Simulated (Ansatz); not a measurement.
# YN: the cost of one run

Method: DFT LDA, scalar-relativistic, plane waves, PAW, in Ansatz 0.2.0.

3 further runs of the same task are left out: 3 that didn't finish.

**1. The structure to begin with**

The structure is cubic, space group Fm-3m (No. 225). Conventional cell: a = 4.877 Å, b = 4.877 Å, c = 4.877 Å, α = 90.00°, β = 90.00°, γ = 90.00°. Y (site symmetry m-3m) is surrounded by 6 N at 2.44 Å. N (site symmetry m-3m) is surrounded by 6 Y at 2.44 Å.

As a file:

```
Y N
1.0
     0.00000    2.43850    2.43850
     2.43850    0.00000    2.43850
     2.43850    2.43850    0.00000
Y N
1 1
Direct
  0.00000 0.00000 0.00000
  0.50000 0.50000 0.50000
```

The cell is taken as given, not relaxed at this level.

**2. The reference: the undisturbed cell on the scan's mesh**

Contents of input.yaml:

```yaml
crystal:
  lattice:
    - [0.0, 2.4385, 2.4385]
    - [2.4385, 0.0, 2.4385]
    - [2.4385, 2.4385, 0.0]
  atoms:
    - { symbol: "Y", position: [0.0, 0.0, 0.0] }
    - { symbol: "N", position: [0.5, 0.5, 0.5] }
basis:
  ecutwfc: 420
kpoints:
  mp_grid: { grid: [12, 12, 12] }
hamiltonian:
  xc: lda
scf:
  occupations: { method: gaussian, width: 0.03 }
output:
  forces: true
  stress: true
  eigenvalues: true
```

Launch:

```bash
ansatz run input.yaml --threads 1 --pin off --max-ram 1228MiB --backend cpu --events-out ev --progress --plain --runs-dir out
```

What time and memory should one allow on 1 thread of Arm Neoverse N1, shared host?

About 3.1 s, with a peak of 0.34 GiB.
